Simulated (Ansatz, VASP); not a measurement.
## TiTe2 in two plane-wave programs

Aim: how closely do two programs agree when they are given the same cell, functional and k mesh? The structure shown is the end of the Ansatz relaxation below.

Main program and level: Ansatz 0.2.0; plane waves, with VASP 6.6.1 beside it; single point at PBE.

**1. Set-up**

The cell holds 3 atoms: 2 Te and 1 Ti. Its edges and angles: a = 3.744 Å, b = 3.744 Å, c = 30.548 Å, α = 90.0°, β = 90.0°, γ = 120.0°. Vacuum lies along c. The height across the vacuum is the one that the program set for its solve, not the one typed.

**2. Ansatz: relaxation, PBE**

Ansatz runs on its default PAW (the set named soft_2) files.

This run makes the geometry at which the two programs are then compared.

The input, input.yaml:

```yaml
crystal:
  lattice:
    - [3.87289372, 0.0, 0.0]
    - [-1.93644686, 3.35402434, 0.0]
    - [0.0, 0.0, 19.47821574]
  atoms:
    - { symbol: Te, position: [0.33333333, 0.66666667, 0.41338784] }
    - { symbol: Te, position: [0.66666667, 0.33333333, 0.58661216] }
    - { symbol: Ti, position: [0.0, 0.0, 0.5] }
  periodic: [true, true, false]
kpoints:
  mp_grid: { grid: [8, 8, 1] }
scf:
  occupations: { method: fermi_dirac, width: 0.05 }
hamiltonian:
  xc: pbe
  pseudopotentials: { kind: paw }
output:
  forces: true
  stress: true
relax:
  f_tol: 0.02
  max_steps: 50
  cell: {}
```

The run is started by

```
$ ansatz run input.yaml --threads 4 --pin off --max-ram 8192MiB --backend cpu --events-out ev --progress --plain --runs-dir out
```

Numbers of over 12 decimals in the logs are rounded to 6 here.

What it wrote:

```text
Warning: crystal.periodic: the lattice vector that does not repeat stood 0.000° off the slab's normal, 19.478 Å along it as the deck builds it. The run solves the slab on a vector along the normal, 30.548 Å long, with every atom where it was (on the deck's vector they left 16.10 Å outside them, and the widest stretch free of ions among them is 1.69 Å). A fractional position that the run reports is one of the run's ce [...]
crystal.periodic: the lattice vector that does not repeat stood 0.000° off the slab's normal, 19.478 Å along it as the deck builds it. The run solves the slab on a vector along the normal, 30.548 Å long, with every atom where it was (on the deck's vector they left 16.10 Å outside them, and the widest stretch free of ions among them is 1.69 Å). A fractional position that the run reports is one of the run's cell, which [...]
Engine: ansatz 0.2.0, x86_64-unknown-linux-gnu
Pseudopotentials: kind: paw
Pseudopotential: Te, paw, valence charge 16, recommended cutoff 420 eV (normal), Te.paw.azcp
Pseudopotential: Ti, paw, valence charge 12, recommended cutoff 420 eV (normal), Ti.paw.azcp
Functional definition: PBE
  parameter kappa = 0.804
  parameter beta = 0.066725
  exchange = pbe_x(kappa = kappa, mu = beta*pi^2/3)
  correlation = pbe_c(beta = beta)
Crystal: 3 atoms, lattice volume = 396.814 Å³
Basis set: ecut = 420 eV, 7867 PW (Γ), exchange–correlation on 54×54×432 points (8 copies of the dense FFT grid, shifted against one another)
Bands: 27, of which v1, the nominal top of the filled ones, is band 22 counted from 1 (21 counted from 0)
Symmetry: 12 space group operations
Space group: P-3m1 (ITA 164), of the structure as read, at distance tolerance 7.3e-5 Å
k-points: 10 of 64
Non-local potential: Te, projectors of the file, l = 0: 2, l = 1: 2, l = 2: 2, l = 3: 2
Non-local potential: Ti, projectors of the file, l = 0: 3, l = 1: 2, l = 2: 3, l = 3: 1
PAW form: soft (Blöchl's): semilocal exchange-correlation on the pseudo side does not see the compensation charge
PAW one-centre angular grid: Te, 590 points (default); XC on 64 Gauss nodes
PAW one-centre angular grid: Ti, 590 points (default); XC on 64 Gauss nodes
Initial density: superposition of atomic densities (neutral atoms: chi_scale 0, normalization atom), corrected by the library's trained network
Initial wavefunctions: pseudopotential atomic-orbital guess
Functional: x = pbe(κ = 0.804, μ = 0.219515), c = pbe(β = 0.066725)
SCF iter   1: F=—  HF=-16461.626888 eV  |F-HF|=—  |Δ(HF+E_count)|=         —  Δρ=2.25e-3  dr2=4.34e-2  ethr=1.77e-3  ⟨swp⟩=12.6  Hψ=1671  notcnv=0
preconditioner: auto → LDOS  [metal: Δε(μ)=0.125 eV  Ē_g=5.969 eV  σ=0.050 eV  W_gap=0.47  n_scr=36 (ndim 8)  ℏωp=7.5 eV  f_vac=0.756  D(μ)=1.43/eV (n_scr^D=6)  β→1.0]
SCF iter   2: F=—  HF=-16461.627654 eV  |F-HF|=—  |Δ(HF+E_count)|=   7.67e-4  Δρ=2.68e-3  dr2=6.75e-2  ethr=9.86e-5  ⟨swp⟩=4.1  Hψ=762  notcnv=0
[...]
SCF iter   5: F=—  HF=-16461.650943 eV  |F-HF|=—  |Δ(HF+E_count)|=   1.97e-5  Δρ=5.09e-5  dr2=3.16e-5  ethr=3.73e-7  ⟨swp⟩=2.4  Hψ=365  notcnv=0
SCF iter   6: F=—  HF=-16461.650941 eV  |F-HF|=—  |Δ(HF+E_count)|=   2.41e-6  Δρ=1.00e-5  dr2=6.66e-7  ethr=7.19e-8  ⟨swp⟩=3.7  Hψ=537  notcnv=0
SCF iter   7: F=-16461.650941 eV  HF=-16461.650941 eV  |F-HF|=8.16e-8  |Δ(HF+E_count)|=   3.56e-7  Δρ=2.83e-6  dr2=1.14e-7  ethr=6.82e-10  ⟨swp⟩=7.5  Hψ=1218  notcnv=0
SCF 3 converged in 7 iterations: F = -16461.650941 eV  dr2 = 1.14e-7
relax step   3: F+E_penalty+E_count = -16461.65094122 eV  Δ(F+E_penalty+E_count) = +3.534e-3 eV  max|allowed force component| = 3.078e-1 eV/Å  Δτ_max = 0.0098 Å  P = +0.932 N/m  Ω = 368.486 Å³  energy of the carried Pulay correction = +8.574e-4 eV  fix = [c, alpha, beta]  (7 SCF iters, dr2 threshold 3.00e-7 eV, rejected (line search))
[...]
relax step   4: F+E_penalty+E_count = -16461.66112858 eV  Δ(F+E_penalty+E_count) = -6.653e-3 eV  max|allowed force component| = 1.104e-2 eV/Å  Δτ_max = 0.0112 Å  P = -0.298 N/m  Ω = 375.343 Å³  energy of the carried Pulay correction = +6.441e-4 eV  fix = [c, alpha, beta]  reactions: c +0.000 N/m  (9 SCF iters, accepted)
[...]
relax step   5: F+E_penalty+E_count = -16461.66242737 eV  Δ(F+E_penalty+E_count) = -1.299e-3 eV  max|allowed force component| = 4.355e-3 eV/Å  Δτ_max = 0.0100 Å  P = +0.020 N/m  Ω = 370.829 Å³  energy of the carried Pulay correction = +7.841e-4 eV  fix = [c, alpha, beta]  reactions: c +0.000 N/m  (7 SCF iters, dr2 threshold 1.24e-7 eV, accepted)
[...]
relax step   6: F+E_penalty+E_count = -16461.66159912 eV  Δ(F+E_penalty+E_count) = +8.283e-4 eV  max|allowed force component| = 4.179e-3 eV/Å  Δτ_max = 0.0000 Å  P = +0.021 N/m  Ω = 370.829 Å³  fix = [c, alpha, beta]  reactions: c +0.000 N/m  stress off target by 2.10e-2 N/m on what of the cell is left free  SCF on the basis re-selected at this cell (its energy is not comparable with the rows above)  (7 SCF iters)
basis re-selected at this cell: Δ(F+E_penalty+E_count) = +8.283e-4 eV, ΔP = +0.001 N/m vs the last step (what re-selecting the basis moved, of the pressure what is left beyond the Pulay correction that the steps carried, after the strain that the cell walked since its last selection, with what the two solves' SCF thresholds leave and, on support functions, any second-order correction that the steps lacked; it is no m [...]
SCF converged after 7 iterations
Free energy (F): -16461.661599 eV
Harris-Foulkes:  -16461.661599 eV  (|F-HF|=1.02e-10)
Internal energy: -16461.647943 eV  (E = F + TS)
E sigma→0 (E₀):  -16461.654771 eV
Entropy (-TS):   -0.013656 eV (-4.552 meV/atom)
Fermi energy:    -4.871734 eV
--- Per-component energies (eV) ---
  E_band       = -1328.511238
  E_kinetic    = 632.118304
  E_local      = -87343.820028  (includes V_loc(G=0)·N_el)
  E_nonlocal   = -612.128869
  E_hartree    = 43628.153422
  E_xc         = -345.946894
  E_vxc        = -330.047711  (∫ρ·V_xc dr)
  E_paw        = -10372.410412  (= ΣΔE_a)
  E_vpaw       = -930.939630  (= ΣTr[D̂ρ^β])
  E_aug_tail   = -0.000225  (compensation charges beyond the density's cutoff)
  E_ewald      = 37952.386759
  E_smearing   = -0.013656  (= −TS)
  E_closure    = -0.000000  (closes the sum)
  Σ components = -16461.661599   (vs F -16461.661599, Δ=0.00e0)
--- Forces (eV/Å), atoms counted from 1 ---
  atom   1  Te    -0.00000000    -0.00000000     0.00417856
  atom   2  Te     0.00000000     0.00000000    -0.00417856
  atom   3  Ti    -0.00000000     0.00000000     0.00000000
  max |Σ_I F_I| component: 1.73e-18 eV/Å
--- 2D stress c σ (N/m, compression-positive) ---
        0.021037      -0.000000      -0.000000
       -0.000000       0.021037       0.000000
       -0.000000       0.000000       0.000000
  P = ½ c Tr σ = 0.0210 N/m
--- Relaxed structure (5 steps of the walk, 4 accepted, 1 SCFs on fresh bases) ---
  F+E_penalty+E_count = -16461.66159912 eV   max|allowed force component| = 4.179e-3 eV/Å   (the final SCF, on the basis selected at the relaxed cell)
  cell:  # Å, volume = 370.8287 Å³
    - [3.743937, 0.0, 0]
    - [-1.871968, 3.242344, 0]
    - [0, 0, 30.548201]
  atoms:
    - { symbol: Te, position: [0.333333, 0.666667, 0.261505] }
    - { symbol: Te, position: [0.666667, 0.333333, 0.376117] }
    - { symbol: Ti, position: [0, 0, 0.318811] }
```

**3. VASP: single point, PBE**

The same cell, functional, mesh and smearing now go to VASP, with its own data sets.

Lines of VASP's logs that name or quote its potential files are left out, and so is its time.

The input, INCAR:

```
SYSTEM = TiTe2
PREC = Accurate
ENCUT = 400
EDIFF = 1E-06
NELM = 120
ISMEAR = -1
SIGMA = 0.05
LREAL = .FALSE.
ALGO = Normal
GGA = PE
NBANDS = 18
LASPH = .TRUE.
LORBIT = 11
LWAVE = .FALSE.
LCHARG = .FALSE.
ISIF = 2
LDIPOL = .TRUE.
IDIPOL = 3
DIPOL = 0.5 0.5 0.319
LVHAR = .TRUE.
GGA_COMPAT = .FALSE.
NELMDL = -8
```

The input, POSCAR:

```
TiTe2
1.0
    3.7439367411      0.0000000000      0.0000000000
   -1.8719683705      3.2423443279      0.0000000000
    0.0000000000      0.0000000000     30.5482013527
Te Ti
2 1
Direct
    0.3333333333      0.6666666667      0.2615049777
    0.6666666667      0.3333333333      0.3761173659
    0.0000000000      0.0000000000      0.3188111718
```

The input, KPOINTS:

```
Automatic mesh
0
Gamma
8 8 1
0 0 0
```

Potentials, in the order of the species: Te and Ti_sv (PBE family, release 64).

The run is started by

```
$ mpirun -np 1 vasp_std
```

What it wrote:

```text
[banner, memory and clock lines left out]
running    1 mpi-ranks, on    1 nodes
 distrk:  each k-point on    1 cores,    1 groups
 distr:  one band on    1 cores,    1 groups

 POSCAR found type information on POSCAR TeTi
 POSCAR found :  2 types and       3 ions
 LDA part: xc-table for (Slater+PW92), standard interpolation
 POSCAR, INCAR and KPOINTS ok, starting setup
 FFT: planning ... GRIDC
 FFT: planning ... GRID_SOFT
 FFT: planning ... GRID
 WAVECAR not read
 entering main loop
       N       E                     dE             d eps       ncg     rms          rms(c)
DAV:   1     0.137577677093E+03    0.13758E+03   -0.91974E+03   440   0.798E+02
DAV:   2    -0.365985505198E-01   -0.13761E+03   -0.13515E+03   496   0.209E+02
DAV:   3    -0.173768155873E+02   -0.17340E+02   -0.17282E+02   662   0.663E+01
DAV:   4    -0.184337802611E+02   -0.10570E+01   -0.10518E+01   494   0.158E+01
DAV:   5    -0.185275800892E+02   -0.93800E-01   -0.93773E-01   576   0.383E+00
DAV:   6    -0.185284086481E+02   -0.82856E-03   -0.82834E-03   510   0.467E-01
DAV:   7    -0.185284444472E+02   -0.35799E-04   -0.35798E-04   574   0.795E-02
DAV:   8    -0.185284446948E+02   -0.24763E-06   -0.24756E-06   510   0.804E-03    0.120E+01
DAV:   9    -0.186127282194E+02   -0.84284E-01   -0.39363E+01   416   0.396E+01    0.158E+01
DAV:  10    -0.166769467703E+02    0.19358E+01   -0.42171E+01   452   0.375E+01    0.635E+00
DAV:  11    -0.162754422863E+02    0.40150E+00   -0.14379E+00   402   0.829E+00    0.266E+00
DAV:  12    -0.162048359919E+02    0.70606E-01   -0.95436E-01   492   0.642E+00    0.153E+00
DAV:  13    -0.161925554888E+02    0.12281E-01   -0.21959E-01   446   0.373E+00    0.792E-01
DAV:  14    -0.161886480364E+02    0.39075E-02   -0.47039E-02   406   0.169E+00    0.304E-01
[...]
DAV:  21    -0.161879730130E+02   -0.91381E-04   -0.98706E-06   404   0.208E-02    0.698E-03
DAV:  22    -0.161879962991E+02   -0.23286E-04   -0.34085E-06   408   0.115E-02    0.221E-03
DAV:  23    -0.161880187362E+02   -0.22437E-04   -0.63805E-07   366   0.348E-03    0.471E-03
DAV:  24    -0.161880302729E+02   -0.11537E-04   -0.63318E-07   354   0.432E-03    0.379E-03
DAV:  25    -0.161880348070E+02   -0.45341E-05   -0.23382E-07   300   0.353E-03    0.127E-03
DAV:  26    -0.161880384803E+02   -0.36732E-05   -0.14959E-07   320   0.143E-03    0.143E-03
DAV:  27    -0.161880397856E+02   -0.13053E-05   -0.19774E-08   258   0.610E-04    0.907E-04
DAV:  28    -0.161880405621E+02   -0.77649E-06   -0.88168E-09   226   0.414E-04
   1 F= -.16188041E+02 E0= -.16181170E+02  d E =-.137417E-01
```

OUTCAR, selected parts (step 3):

```text
ion  position               nearest neighbor table
   1  0.333  0.667  0.262-   3 2.78   3 2.78   3 2.78
   2  0.667  0.333  0.376-   3 2.78   3 2.78   3 2.78
   3  0.000  0.000  0.319-   1 2.78   2 2.78   1 2.78   2 2.78   2 2.78   1 2.78

  LATTYP: Found a hexagonal cell.
 ALAT       =     3.7439367411
 C/A-ratio  =     8.1593796758

 Subroutine GETGRP returns: Found 12 space group operations
 (whereof  6 operations were pure point group operations)

The static configuration has the point symmetry C_3v.
 The point group associated with its full space group is D_3d.

 Found     10 irreducible k-points:

   k-points           NKPTS =     10   k-points in BZ     NKDIM =     10   number of bands    NBANDS=     18

   dimension x,y,z NGX =    24 NGY =   24 NGZ =  200
   dimension x,y,z NGXF=    48 NGYF=   48 NGZF=  400

   ENCUT  =  400.0 eV  29.40 Ry    5.42 a.u.   6.11  6.11 49.82*2*pi/ulx,y,z

   NELECT =      24.0000    total number of electrons

 k-points in reciprocal lattice and weights: Automatic mesh
   0.00000000  0.00000000  0.00000000       0.016
   0.12500000  0.00000000  0.00000000       0.094
   0.25000000  0.00000000  0.00000000       0.094
   0.37500000  0.00000000  0.00000000       0.094
   0.50000000  0.00000000  0.00000000       0.047
   0.12500000  0.12500000  0.00000000       0.094
   0.25000000  0.12500000  0.00000000       0.188
   0.37500000  0.12500000  0.00000000       0.188
   0.25000000  0.25000000  0.00000000       0.094
   0.37500000  0.25000000  0.00000000       0.094

 dipolmoment           0.000000      0.000000      0.000004 electrons x Angstroem

 average (electrostatic) potential at core
       1 -96.3699       2 -96.3699       3 -83.9223

 E-fermi :  -2.3648

 k-point     1 :       0.0000    0.0000    0.0000
  band No.  band energies     occupation
    ...
      6     -13.5370      2.00000
      7      -6.5608      2.00000
      8      -3.7925      2.00000
      9      -3.7673      2.00000
     10      -3.7673      2.00000
     11      -1.8979      0.00018
     12      -1.8979      0.00018
     13      -1.8447      0.00006
     14      -1.1518      0.00000
     15      -1.1518      0.00000
    ...

 k-point     2 :       0.1250    0.0000    0.0000
  band No.  band energies     occupation
    ...
      7      -6.3656      2.00000
      8      -4.4966      2.00000
      9      -3.7488      2.00000
     10      -3.3302      2.00000
     11      -2.8622      1.99990
     12      -2.3036      0.45397
     13      -1.9205      0.00028
     14      -1.1375      0.00000
     15      -0.9184      0.00000
     16       0.2383      0.00000
    ...

 k-point     3 :       0.2500    0.0000    0.0000
  band No.  band energies     occupation
    ...
      8      -5.3518      2.00000
      9      -4.6767      2.00000
     10      -3.7849      2.00000
     11      -3.3796      2.00000
     12      -2.7665      1.99935
     13      -2.1680      0.03829
     14      -1.0216      0.00000
     15      -0.9003      0.00000
     16      -0.1096      0.00000
     17       0.6518      0.00000
    ...

  Total       -0.0417545     -0.0417545     -0.0494519     -0.0000000      0.0000000     -0.0000000
  in kB       -0.1804015     -0.1804015     -0.2136585     -0.0000000      0.0000000     -0.0000000
  external PRESSURE =      -0.1914872 kB  Pullay stress =       0.0000000 kB

  energy-cutoff  :      400.00
  volume of cell :      370.83
      direct lattice vectors                 reciprocal lattice vectors
     3.743936741  0.000000000  0.000000000     0.267098530  0.154209408  0.000000000
    -1.871968371  3.242344328  0.000000000     0.000000000  0.308418816  0.000000000
     0.000000000  0.000000000 30.548201353     0.000000000  0.000000000  0.032735152

 POSITION                                       TOTAL-FORCE (eV/Angst)
 -----------------------------------------------------------------------------------
     -0.00000      2.16156      7.98851        -0.000000      0.000000     -0.008060
      1.87197      1.08078     11.48971         0.000000      0.000000      0.008060
      0.00000      0.00000      9.73911         0.000000      0.000000      0.000000
 -----------------------------------------------------------------------------------
    total drift:                                0.000000      0.000000      0.000076

  FREE ENERGIE OF THE ION-ELECTRON SYSTEM (eV)
  ---------------------------------------------------
  free  energy   TOTEN  =       -16.1880405621 eV

  energy  without entropy=      -16.1742988892  energy(sigma->0) =      -16.18116973

 vacuum level on the upper side and lower side of the slab         2.514         2.513

 total charge
# of ion       s       p       d       tot
------------------------------------------
    1        1.384   1.998   0.034   3.416
    2        1.384   1.998   0.034   3.416
    3        2.166   6.122   1.850  10.138
--------------------------------------------------
tot          4.934  10.118   1.917  16.970

[... 3 further parts left out ...]
```

This run has no spin polarisation, so a moment on Ti, if there is one, isn't seen.

**4. Differences**

Known differences besides the potentials themselves: Ansatz cuts the interaction across the vacuum, VASP repeats the sheet with a dipole correction; the data sets hold 44 valence electrons in Ansatz (on its default PAW (the set named soft_2) files) and 24 in VASP; the cutoff is 420 eV in Ansatz and 400 eV in VASP. Total energies have different zeros and are not compared.

At this near-relaxed geometry the largest component of a force difference is 12 meV/Å. With vacuum in the cell, a pressure given here is an average over mostly empty space and none of the material.

**5. Outcome**

```yaml
r_m_s_force_difference_single_point_pbe: 5.8 meV/Å
```

**Reading.** The r.m.s. force difference is 5.8 meV/Å (single point, PBE), within the 12 meV/Å picked in this series as the mark of a large difference. The data sets hold unlike numbers of valence electrons (44 in Ansatz and 24 in VASP), so part of the differences comes from the potentials. Such differences can come from data sets, numerical settings and the points named under the comparisons, not from the functional's error against experiment.

[Lines on the potential files, build, host, timing and source positions are cut from VASP's logs without a mark.]

[Logs are printed without paths, hosts, clocks, repeated set-up lines and the standing remarks that a program may print on its own settings, such as how far it seeks lower states.]

[Hosts, paths, dates, database ids (printed as entryN), source tags and the programs' standing remarks are cut or masked in the printed files.]
